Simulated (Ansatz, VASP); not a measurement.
## HfO2: VASP beside Ansatz

```
Hf O
1.0
     0.00000    2.62295    2.52207
     2.55561    0.00000    2.52207
     2.55561    2.62295    0.00000
Hf O
1 2
Direct
  0.00000 0.00000 0.00000
  0.25000 0.25000 0.25000
  0.75000 0.75000 0.75000
```

Change from the starting cell: normal strain along x +0.0133, normal strain along y +0.0400.

Alike in both runs: task single point; functional PBEsol; k mesh 8 × 8 × 8; occupations gaussian, width 0.05 eV; no spin polarisation.

```csv
,VASP,Ansatz
version,VASP 6.6.1,Ansatz 0.2.0
potentials or method,"VASP PAW PBE potentials, release 64 (Hf_pv, O)","scalar-relativistic, plane waves, PAW"
plane-wave cutoff (eV),520,520
valence electrons in the cell,22,38
```

```tsv
	VASP	Ansatz	Ansatz less VASP
gap on the k mesh at the Fermi level (eV)	3.27	3.28	+0.010
least direct gap on the mesh (eV)	3.34	3.34	-0.003
pressure (GPa)	-15.7	-12.4	+3.31
largest component of the traceless stress (GPa)	9.73	9.57	-0.160
```

The two sets of potentials don't hold the same shells in valence. Ansatz warned: «pseudo_functional_mismatch».

Caveats: so large a pressure means that the cell lies far from this level's equilibrium, or that cutoff or potentials fall short (VASP); the potentials were made for another functional, which shifts forces and pressure (VASP); spin-orbit coupling is left out, which moves the levels of the heavy elements. A k mesh can miss the band edges.
